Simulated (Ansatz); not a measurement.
## AlO: equation of state with PBE

The system is AlO.

```
Al O
1.0
     2.76919    0.00000    0.00000
     0.00000    2.76919    0.00000
     0.00000    0.00000    2.76919
Al O
1 1
Cartesian
  1.3846 1.3846 1.3846
  0.0000 0.0000 0.0000
```

The cell was built by a generator and needn't be a form met in nature.

- Program: Ansatz 0.2.0
- Task: equation of state
- Functional: PBE
- Potentials or basis: Ansatz PAW earlier set
- Cutoff: 1050 eV
- Density cutoff: 4200 eV
- k mesh: 10 × 10 × 10
- Occupations: fermi-dirac, width 0.05 eV
- Spin: no spin polarisation

```json
{
  "Equilibrium volume": "10.62 Å³/atom",
  "Bulk modulus": "131 GPa",
  "Pressure derivative of the bulk modulus": "3.6"
}
```

Energy against volume, from the lowest point:
| volume (Å³/atom) | energy (meV/atom) |
| --- | --- |
| 9.981 | 17.35 |
| 10.193 | 7.51 |
| 10.405 | 1.85 |
| 10.618 | 0.00 |
| 10.830 | 1.63 |
| 11.042 | 6.43 |
| 11.255 | 14.10 |

All runs of the series together: 12 s on 2 threads of Arm Neoverse V2, with other jobs on the host.
